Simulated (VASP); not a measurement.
# Ga (I4/mmm) in VASP: further runs

The runs below take Ga through density of states, electric field gradients, with PBE.

Everything below comes from runs of VASP 6.6.1. Logs are shortened: lines on timing, memory, paths and dates and some standing lists are left out, and cuts for length are marked.

## 1. The structure

It takes space group I4/mmm (No. 139, tetragonal). Conventional cell: a = 2.808 Å, b = 2.808 Å, c = 4.458 Å, α = 90.00°, β = 90.00°, γ = 90.00°. Ga (site symmetry 4/mmm) is surrounded by 12 Ga at 2.81 to 2.99 Å.

This isn't the form of Ga at room conditions, which is orthorhombic.

## 2. Density of states, PBE

File POSCAR:

```
Ga
1.0
   -1.4040000000      1.4040000000      2.2290000000
    1.4040000000     -1.4040000000      2.2290000000
    1.4040000000      1.4040000000     -2.2290000000
Ga
1
Direct
    0.0000000000      0.0000000000      0.0000000000
```

File INCAR.step1:

```
PREC = Accurate
ENCUT = 520
EDIFF = 1E-6
ISMEAR = -1
SIGMA = 0.03
LREAL = F
LASPH = T
NELM = 100
ALGO = Fast
ISIF = 2
LWAVE = F
LCHARG = T
GGA = PE
NBANDS = 12
```

File KPOINTS.step1:

```
regular mesh
0
Gamma
  16 16 16
```

File INCAR.step2:

```
PREC = Accurate
ENCUT = 520
EDIFF = 1E-6
ISMEAR = -5
SIGMA = 0.03
LREAL = F
LASPH = T
NELM = 100
ALGO = Fast
ISIF = 2
LWAVE = F
LCHARG = F
GGA = PE
LORBIT = 10
NBANDS = 12
NEDOS = 2001
ICHARG = 11
```

File KPOINTS.step2:

```
regular mesh
0
Gamma
  24 24 24
```

Potentials or basis: VASP PAW PBE potentials, release 64 (Ga_d).

The run is started by

```sh
$ cat potpaw_PBE.64/Ga_d/POTCAR > POTCAR
$ cp INCAR.step1 INCAR
$ cp KPOINTS.step1 KPOINTS
$ mpirun -np 1 vasp_std > vasp.out
$ cp INCAR.step2 INCAR
$ cp KPOINTS.step2 KPOINTS
$ mpirun -np 1 vasp_std > vasp.out
```

OUTCAR:

```text
PREC = Accurate
   ENCUT = 520
   EDIFF = 1E-6
   ISMEAR = -5
   LREAL = F
   LASPH = T
   NELM = 100
   ISIF = 2
   GGA = PE
   LORBIT = 10
   ICHARG = 11

 ion  position               nearest neighbor table
   1  0.000  0.000  0.000-

  LATTYP: Found a body centered tetragonal cell.
 ALAT       =     2.8080000000
 C/A-ratio  =     1.5876068376

  Lattice vectors:

 A1 = (  -1.4040000000,   1.4040000000,   2.2290000000)
 A2 = (   1.4040000000,  -1.4040000000,   2.2290000000)
 A3 = (   1.4040000000,   1.4040000000,  -2.2290000000)

Analysis of symmetry for initial positions (statically):
=====================================================================
 Subroutine PRICEL returns:
 Original cell was already a primitive cell.

 Routine SETGRP: Setting up the symmetry group for a
 body centered tetragonal supercell.

 Subroutine GETGRP returns: Found 16 space group operations
 (whereof 16 operations were pure point group operations)
 out of a pool of 16 trial point group operations.

The static configuration has the point symmetry D_4h.

Analysis of symmetry for dynamics (positions and initial velocities):
=====================================================================
 Subroutine PRICEL returns:
 Original cell was already a primitive cell.

 Routine SETGRP: Setting up the symmetry group for a
 body centered tetragonal supercell.

 Subroutine GETGRP returns: Found 16 space group operations
 (whereof 16 operations were pure point group operations)
 out of a pool of 16 trial point group operations.

The dynamic configuration has the point symmetry D_4h.

 Subroutine INISYM returns: Found 16 space group operations
 (whereof 16 operations are pure point group operations),
 and found     1 'primitive' translations

----------------------------------------------------------------------------------------

                                     Primitive cell

  volume of cell :      17.5754

  direct lattice vectors                    reciprocal lattice vectors
    -1.404000000  1.404000000  2.229000000     0.000000000  0.356125356  0.224315837
     1.404000000 -1.404000000  2.229000000     0.356125356  0.000000000  0.224315837
     1.404000000  1.404000000 -2.229000000     0.356125356  0.356125356  0.000000000

  length of vectors
     2.985108541  2.985108541  2.985108541     0.420883433  0.420883433  0.503637309

  position of ions in fractional coordinates (direct lattice)
     0.000000000  0.000000000  0.000000000

  ion indices of the primitive-cell ions
   primitive index   ion index
                 1           1

----------------------------------------------------------------------------------------

 KPOINTS: regular mesh

Automatic generation of k-mesh.
 Grid dimensions read from file:
 generate k-points for:   24   24   24

 Generating k-lattice:

  Cartesian coordinates                     Fractional coordinates (reciprocal lattice)
     0.000000000  0.014838557  0.009346493     0.041666667  0.000000000 -0.000000000
     0.014838557  0.000000000  0.009346493     0.000000000  0.041666667 -0.000000000
     0.014838557  0.014838557  0.000000000     0.000000000  0.000000000  0.041666667

  Length of vectors
     0.017536810  0.017536810  0.020984888

  Shift w.r.t. Gamma in fractional coordinates (k-lattice)
     0.000000000  0.000000000  0.000000000

 TETIRR: Found  17515 inequivalent tetrahedra from    82944

 Subroutine IBZKPT returns following result:
 ===========================================

 Found   1063 irreducible k-points:

 Following reciprocal coordinates:
            Coordinates               Weight
  0.000000  0.000000  0.000000      1.000000
  0.041667  0.000000  0.000000      8.000000
  0.083333 -0.000000  0.000000      8.000000
  0.125000  0.000000 -0.000000      8.000000
  0.166667 -0.000000  0.000000      8.000000
  0.208333  0.000000  0.000000      8.000000
[... 16 lines left out ...]
  0.416667  0.041667 -0.000000     16.000000
  0.458333  0.041667 -0.000000     16.000000
 [... further k-points ...]
   k-points           NKPTS =   1063   k-points in BZ     NKDIM =   1063   number of bands    NBANDS=     12
   number of dos      NEDOS =   2001   number of ions     NIONS =      1
   total plane-waves  NPLWV =  13824
   dimension x,y,z NGX =    24 NGY =   24 NGZ =   24
   dimension x,y,z NGXF=    48 NGYF=   48 NGZF=   48
   ions per type =               1
   NGX,Y,Z   is equivalent  to a cutoff of  13.37, 13.37, 13.37 a.u.
   NGXF,Y,Z  is equivalent  to a cutoff of  26.73, 26.73, 26.73 a.u.
 SYSTEM =  unknown system
   PREC   = accura    normal or accurate (medium, high low for compatibility)
   ISTART =      0    job   : 0-new  1-cont  2-samecut
   ICHARG =     11    charge: 1-file 2-atom 10-const
   ISPIN  =      1    spin polarized calculation?
   LNONCOLLINEAR =      F non collinear calculations
   LSORBIT =      F    spin-orbit coupling
   LASPH  =      T    aspherical Exc in radial PAW
   ENCUT  =  520.0 eV  38.22 Ry    6.18 a.u.   5.55  5.55  5.55*2*pi/ulx,y,z
   NELM   =    100;   NELMIN=  2; NELMDL=  0     # of ELM steps
   EDIFF  = 0.1E-05   stopping-criterion for ELM
   LREAL  =      F    real-space projection
   EDIFFG = 0.1E-04   stopping-criterion for IOM
   NSW    =      0    number of steps for IOM
   IBRION =     -1    ionic relax: 0-MD 1-quasi-New 2-CG
   NFREE  =      0    steps in history (QN), initial steepest desc. (CG)
   ISIF   =      2    stress and relaxation
   ISYM   =      2    0-nonsym 1-usesym 2-fastsym
   POTIM  = 0.5000    time-step for ionic-motion
   TEBEG  =    0.0;   TEEND  =   0.0 temperature during run
   PSTRESS=    0.0 pullay stress
   NELECT =      13.0000    total number of electrons
   NUPDOWN=      -1.0000    fix difference up-down
   EMIN   =  10.00;   EMAX   =-10.00  energy-range for DOS
   EFERMI =   0.00;   METHOD = LEGACY
   ISMEAR =    -5;   SIGMA  =   0.03  broadening in eV -4-tet -1-fermi 0-gaus
   EFERMI_NEDOS =   21; number of points for ismear=-14 and -15
   IALGO  =     68    algorithm
   IMIX   =      4    mixing-type and parameters
     AMIX     =   0.40;   BMIX     =  1.00
     AMIX_MAG =   1.60;   BMIX_MAG =  1.00
  volume/ion in A,a.u.               =      17.58       118.60
  Fermi-wavevector in a.u.,A,eV,Ry     =   1.480544  2.797822 29.824096  2.192009
  Thomas-Fermi vector in A             =   2.594565
   LORBIT       =     10    0 simple, 1 ext, 2 COOP (PROOUT), +10 PAW based schemes
   GGA     = PE    functional components
   LHFCALC =     F    Hartree Fock is set to
   AEXX    =    0.0000 exact exchange contribution
   IVDW    =     0    specifies the selected vdW correction
   LEPSILON=     F    determine dielectric tensor
   LRPA    =     F    only Hartree local field effects (RPA)
 non-spin polarized calculation
 RMM-DIIS sequential band-by-band and
 Fermi weights with tetrahedron method with Bloechl corrections
  energy-cutoff  :      520.00
  volume of cell :       17.58
 maximum number of plane-waves:       487

 number of electron      12.9999995 magnetization

 Free energy of the ion-electron system (eV)
  ---------------------------------------------------
  ext. energy  EPLUGINS =         0.00000000
  ---------------------------------------------------
  free energy    TOTEN  =        -2.87117813 eV

  energy without entropy =       -2.87117813  energy(sigma->0) =       -2.87117813

 E-fermi :   6.2581     XC(G=0): -11.3760

 val. band max:        6.4233577345   @ k =  -0.3750  -0.3750   0.0833
 cond. band min:       6.0849890280   @ k =   0.2500   0.2500   0.2500
 fundamental gap:     -0.3383687065
 Fermi energy:         6.2580551401

 k-point     1 :       0.0000    0.0000    0.0000
  band No.  band energies     occupation
      1      -8.8239      2.00000
      2      -8.6924      2.00000
      3      -8.6924      2.00000
      4      -8.6687      2.00000
      5      -8.5286      2.00000
      6      -5.3652      2.00000
      7      19.2676      0.00000
      8      19.2676      0.00000
      9      19.3131      0.00000
     10      22.6611      0.00000
     11      22.7101      0.00000
     12      23.3488      0.00000

 k-point     2 :       0.0417    0.0000    0.0000
  band No.  band energies     occupation
      1      -8.8212      2.00000
      2      -8.6932      2.00000
      3      -8.6902      2.00000
      4      -8.6681      2.00000
      5      -8.5299      2.00000
      6      -5.3181      2.00000
      7      18.6023      0.00000
      8      19.1247      0.00000
      9      19.2035      0.00000
     10      21.9896      0.00000
     11      23.0601      0.00000
     12      23.4933      0.00000

 k-point     3 :       0.0833   -0.0000    0.0000
  band No.  band energies     occupation
      1      -8.8139      2.00000
      2      -8.6967      2.00000
      3      -8.6840      2.00000
      4      -8.6646      2.00000
      5      -8.5337      2.00000
      6      -5.1762      2.00000
      7      17.0956      0.00000
      8      18.6822      0.00000
      9      19.0382      0.00000
     10      21.6135      0.00000
     11      23.3096      0.00000
     12      23.8976      0.00000
[... 286 lines left out ...]
 k-point    23 :       0.4167    0.0417   -0.0000
  band No.  band energies     occupation
      1      -8.8304      2.00000
      2      -8.7838      2.00000
      3      -8.6731      2.00000
      4      -8.5014      2.00000
      5      -8.4699      2.00000
      6      -0.2262      2.00000
      7       3.7997      2.00000
      8      15.0416      0.00000
      9      17.4727      0.00000
     10      19.3290      0.00000
     11      21.1460      0.00000
     12      23.2623      0.00000

 k-point    24 :       0.4583    0.0417   -0.0000
  band No.  band energies     occupation
      1      -8.8365      2.00000
      2      -8.7856      2.00000
      3      -8.6770      2.00000
      4      -8.4971      2.00000
      5      -8.4570      2.00000
      6       0.7794      2.00000
      7       2.5718      2.00000
      8      14.8883      0.00000
      9      17.5850      0.00000
     10      19.2826      0.00000
     11      20.9882      0.00000
     12      23.3923      0.00000

 [... further k-points ...]

------------------------ aborting loop because EDIFF is reached ----------------------------------------

  FORCE on cell =-STRESS in cart. coord.  units (eV):
  Direction    XX          YY          ZZ          XY          YZ          ZX
  --------------------------------------------------------------------------------------
  -------------------------------------------------------------------------------------
  Total        0.4627696      0.4627696      0.4098263      0.0000000      0.0000000      0.0000000
  in kB       42.1862699     42.1862699     37.3599334      0.0000000      0.0000000      0.0000000
  external PRESSURE =      40.5774911 kB  Pullay stress =       0.0000000 kB

 VOLUME and BASIS-vectors are now :
 -----------------------------------------------------------------------------
  energy-cutoff  :      520.00
  volume of cell :       17.58
      direct lattice vectors                 reciprocal lattice vectors
    -1.404000000  1.404000000  2.229000000     0.000000000  0.356125356  0.224315837
     1.404000000 -1.404000000  2.229000000     0.356125356  0.000000000  0.224315837
     1.404000000  1.404000000 -2.229000000     0.356125356  0.356125356  0.000000000

 POSITION                                       TOTAL-FORCE (eV/Angst)
 -----------------------------------------------------------------------------------
      0.00000      0.00000      0.00000        -0.000000     -0.000000      0.000000
 -----------------------------------------------------------------------------------
    total drift:                               -0.000000      0.000000     -0.000000

  FREE ENERGIE OF THE ION-ELECTRON SYSTEM (eV)
  ---------------------------------------------------
  free  energy   TOTEN  =        -2.8711781297 eV

  energy  without entropy=       -2.8711781297  energy(sigma->0) =       -2.87117813

 total charge

# of ion       s       p       d       tot
------------------------------------------
    1        1.019   0.581   9.967  11.567
```

It took 2.2 min on 1 thread of Intel Xeon Platinum 8259CL at 2.50GHz (Skylake/Cascade Lake), shared host; peak memory 0.34 GiB.

Results:

| Quantity | Value |
| --- | --- |
| Valence electrons inside the program's atomic spheres | Ga 11.57 |

States per cell in windows of 0.5 eV (zero at the Fermi level; states under -8 eV left out):
```
from (eV)  total  Ga1_p  Ga1_s  Ga1_d
     -8.0   0.12   0.01   0.05   0.00
     -7.5   0.11   0.01   0.05   0.00
     -7.0   0.13   0.02   0.05   0.00
     -6.5   0.13   0.02   0.05   0.00
     -6.0   0.13   0.02   0.05   0.00
     -5.5   0.17   0.02   0.07   0.01
     -5.0   0.15   0.02   0.06   0.01
     -4.5   0.15   0.02   0.06   0.01
     -4.0   0.15   0.03   0.06   0.00
     -3.5   0.17   0.04   0.06   0.01
     -3.0   0.15   0.04   0.04   0.00
     -2.5   0.16   0.05   0.04   0.01
     -2.0   0.18   0.06   0.03   0.01
     -1.5   0.17   0.06   0.03   0.01
     -1.0   0.22   0.07   0.05   0.01
     -0.5   0.18   0.06   0.04   0.01
      0.0   0.19   0.06   0.04   0.01
      0.5   0.20   0.07   0.03   0.01
      1.0   0.22   0.08   0.04   0.01
      1.5   0.20   0.07   0.03   0.01
      2.0   0.21   0.08   0.03   0.01
      2.5   0.24   0.09   0.03   0.02
      3.0   0.22   0.09   0.03   0.02
      3.5   0.25   0.10   0.03   0.02
      4.0   0.24   0.10   0.02   0.02
      4.5   0.29   0.13   0.02   0.02
      5.0   0.26   0.12   0.02   0.02
      5.5   0.25   0.12   0.02   0.02
      6.0   0.27   0.13   0.02   0.02
      6.5   0.24   0.12   0.01   0.02
      7.0   0.25   0.13   0.01   0.02
      7.5   0.22   0.12   0.01   0.02
```

Caveat: tetrahedron occupations give inexact forces and stress in metals.

## 3. Electric field gradients, PBE

File INCAR:

```
SYSTEM = Ga
PREC = Accurate
ENCUT = 520
EDIFF = 1E-8
ISMEAR = -1
SIGMA = 0.03
LREAL = .False.
LASPH = .True.
NELM = 100
ALGO = Normal
ISIF = 2
LWAVE = .False.
LCHARG = .False.
GGA = PE
LEFG = .True.
NBANDS = 12
```

File KPOINTS:

```
regular mesh
0
Gamma
  16 16 16
  0 0 0
```

POSCAR is that of step 2.

Potentials or basis: VASP PAW PBE potentials, release 64 (Ga_d).

The run is started by

```sh
$ cat potpaw_PBE.64/Ga_d/POTCAR > POTCAR
$ mpirun -np 1 vasp_std > vasp.out
```

OUTCAR:

```text
SYSTEM = Ga
   PREC = Accurate
   ENCUT = 520
   EDIFF = 1E-8
   ISMEAR = -1
   LREAL = .False.
   LASPH = .True.
   NELM = 100
   ISIF = 2
   GGA = PE

 ion  position               nearest neighbor table
   1  0.000  0.000  0.000-

  LATTYP: Found a body centered tetragonal cell.
 ALAT       =     2.8080000000
 C/A-ratio  =     1.5876068376

  Lattice vectors:

 A1 = (  -1.4040000000,   1.4040000000,   2.2290000000)
 A2 = (   1.4040000000,  -1.4040000000,   2.2290000000)
 A3 = (   1.4040000000,   1.4040000000,  -2.2290000000)

Analysis of symmetry for initial positions (statically):
=====================================================================
 Subroutine PRICEL returns:
 Original cell was already a primitive cell.

 Routine SETGRP: Setting up the symmetry group for a
 body centered tetragonal supercell.

 Subroutine GETGRP returns: Found 16 space group operations
 (whereof 16 operations were pure point group operations)
[... 541 lines left out ...]

 VOLUME and BASIS-vectors are now :
 -----------------------------------------------------------------------------
  energy-cutoff  :      520.00
  volume of cell :       17.58
      direct lattice vectors                 reciprocal lattice vectors
    -1.404000000  1.404000000  2.229000000     0.000000000  0.356125356  0.224315837
     1.404000000 -1.404000000  2.229000000     0.356125356  0.000000000  0.224315837
     1.404000000  1.404000000 -2.229000000     0.356125356  0.356125356  0.000000000

 POSITION                                       TOTAL-FORCE (eV/Angst)
 -----------------------------------------------------------------------------------
      0.00000      0.00000      0.00000         0.000000      0.000000      0.000000
 -----------------------------------------------------------------------------------
    total drift:                                0.000000      0.000000     -0.000000

  FREE ENERGIE OF THE ION-ELECTRON SYSTEM (eV)
  ---------------------------------------------------
  free  energy   TOTEN  =        -2.8741094284 eV

  energy  without entropy=       -2.8735257885  energy(sigma->0) =       -2.87381761

 Electric field gradients (V/A^2)
---------------------------------------------------------------------
 ion       V_xx      V_yy      V_zz      V_xy      V_xz      V_yz
---------------------------------------------------------------------
   1     -10.521   -10.521    21.042    -0.002    -0.002    -0.002
---------------------------------------------------------------------

 Electric field gradients after diagonalization (V/A^2)
 (convention: |V_zz| > |V_xx| > |V_yy|)
----------------------------------------------------------------------
 ion       V_xx      V_yy      V_zz     asymmetry (V_yy - V_xx)/ V_zz
----------------------------------------------------------------------
   1     -10.523   -10.519    21.042       0.000
----------------------------------------------------------------------

           NMR quadrupolar parameters

 Cq : quadrupolar parameter    Cq=e*Q*V_zz/h
 eta: asymmetry parameters     (V_yy - V_xx)/ V_zz
 Q  : nuclear electric quadrupole moment in mb (millibarn)
----------------------------------------------------------------------
 ion       Cq(MHz)       eta       Q (mb)
----------------------------------------------------------------------
   1       0.051       0.000       1.000
----------------------------------------------------------------------
```

OSZICAR:

```text
N       E                     dE             d eps       ncg     rms          rms(c)
DAV:   1     0.424273434161E+02    0.42427E+02   -0.66720E+03  9240   0.193E+03
DAV:   2    -0.937292552917E+00   -0.43365E+02   -0.41772E+02  8848   0.258E+02
DAV:   3    -0.288956433509E+01   -0.19523E+01   -0.19483E+01  9652   0.446E+01
DAV:   4    -0.290453236475E+01   -0.14968E-01   -0.14966E-01  9588   0.411E+00
DAV:   5    -0.290469756749E+01   -0.16520E-03   -0.16520E-03 10004   0.415E-01    0.916E-01
DAV:   6    -0.288041547633E+01    0.24282E-01   -0.37985E-02 10480   0.409E+00    0.461E-01
DAV:   7    -0.287474621508E+01    0.56693E-02   -0.72254E-03 11860   0.150E+00    0.124E-01
DAV:   8    -0.287410547972E+01    0.64074E-03   -0.68610E-04 10224   0.484E-01    0.910E-03
DAV:   9    -0.287410914322E+01   -0.36635E-05   -0.69991E-06 11360   0.390E-02    0.328E-03
DAV:  10    -0.287410955309E+01   -0.40987E-06   -0.25314E-07  9824   0.785E-03    0.341E-04
DAV:  11    -0.287410946961E+01    0.83484E-07   -0.60256E-09  7036   0.132E-03    0.117E-04
DAV:  12    -0.287410942566E+01    0.43947E-07   -0.11677E-09  5808   0.475E-04    0.884E-06
DAV:  13    -0.287410942842E+01   -0.27594E-08   -0.23454E-10  5160   0.176E-04
   1 F= -.28741094E+01 E0= -.28738176E+01  d E =-.583640E-03
```

Run time: 41 s. Hardware: 1 thread of Intel Xeon Platinum 8259CL at 2.50GHz (Skylake/Cascade Lake), shared host; peak memory 0.19 GiB.

What came out:

| Item | Value |
| --- | --- |
| Free energy | -2.8741 eV |
| Pressure | 4.6 GPa |
| Band gap on the k mesh | none (metal or under the smearing width) |

Stress tensor (GPa, compression positive):
```
4.90 0.00 0.00
0.00 4.90 0.00
0.00 0.00 3.95
```

Electric field gradients, principal values (V/Å²):
```tsv
atom	Vxx	Vyy	Vzz
1 Ga	-10.519	-10.523	21.042
```
